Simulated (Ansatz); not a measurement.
**CdSe (Cadmoselite) in Ansatz: convergence with scf exx energy threshold**

Input of the first run (scf exx energy threshold 0.01); the others differ in this setting and in those tied to it:

The input input.yaml:

```yaml
crystal:
  lattice:
    - [4.3, 0.0, 0.0]
    - [-2.15, 3.7239092363, 0.0]
    - [0.0, 0.0, 7.02]
  atoms:
    - { symbol: Cd, position: [0.6666666667, 0.3333333333, 0.5] }
    - { symbol: Cd, position: [0.3333333333, 0.6666666667, 0.0] }
    - { symbol: Se, position: [0.6666666667, 0.3333333333, 0.885] }
    - { symbol: Se, position: [0.3333333333, 0.6666666667, 0.385] }
hamiltonian:
  xc: pbe0
  pseudopotentials: { kind: paw }
kpoints:
  mp_grid: { grid: [4, 4, 2] }
scf:
  occupations: { method: gaussian, width: 0.05 }
  exx: { energy_threshold: 0.01 }
output:
  forces: true
  stress: true
  eigenvalues: true
```

Potentials or basis: Ansatz PAW.

The run is started by

```sh
$ ansatz run input.yaml --threads 2 --pin off --max-ram 5632MiB --backend cpu --events-out ev --progress --plain --runs-dir out
```

Hardware: 2 threads of Intel(R) Xeon(R) Processor @ 2.50GHz (Skylake/Cascade Lake), on a shared host.

| scf exx energy threshold | energy less the tightest run, at zero smearing (meV/atom) | SCF cycles | CPU time (s) | peak memory (GiB) |
| --- | --- | --- | --- | --- |
| 0.01 | 0.00 | 14 | 110 | 1.1 |
| 0.001 | 0.00 | 15 | 100 | 1.1 |
| 0.0001 | 0.00 | 15 | 110 | 1.1 |
| 1e-05 | 0.00 | 15 | 110 | 1.1 |
| 1e-06 | 0.00 | 17 | 130 | 1.1 |
| 1e-07 | 0.00 | 17 | 120 | 1.2 |

Against the tightest run, the energy stays within 1 meV/atom from 0.01 on. The tightest run that finished is the yardstick and may itself not be fully converged.

Caveat, for the tightest run too: the k mesh is coarse (spacing up to 0.45 Å⁻¹), so the values aren't converged, least of all with exact exchange.
